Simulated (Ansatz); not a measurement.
**Li in Ansatz: the effect of target pressure**

Crystal: Li.

```
Li
1.0
    -1.75465    1.75465    1.75465
     1.75465   -1.75465    1.75465
     1.75465    1.75465   -1.75465
Li
1
Cartesian
  0.0000 0.0000 0.0000
```

Alike in all runs:

| Item | Value |
| --- | --- |
| Program | Ansatz 0.2.0 |
| Task | relaxation of cell and atoms |
| Functional | PBEsol |
| Potentials or basis | Ansatz PAW |
| Cutoff | 420 eV (not typed: the program's choice for these potentials) |
| k mesh | 11 × 11 × 11 |
| Occupations | fermi-dirac, width 0.05 eV |
| Spin | no spin polarisation |

Each run relaxes the cell or the atoms first.

```tsv
target pressure	relaxed volume (Å³/atom)
0 GPa	?
2 GPa	17.98
5 GPa	15.87
10 GPa	13.78
20 GPa	11.50
30 GPa	10.16
```

What does the run with target pressure 0 GPa give?

Relaxed volume 20.16 Å³/atom.

Worked out: In Murnaghan's law V^(-B') rises as a straight line in P. The other rows fit best with B' = 2.7, V0 = 20.09 Å³/atom and B0 = 15 GPa, which gives 20.09 Å³/atom at 0 GPa, against the run's 20.16.

Caveats: the plane-wave basis is chosen anew once the cell has moved, so the energies of steps on either side of that aren't comparable; the volume moved by over 15 % at a fixed basis, so the end points are rough (some runs).
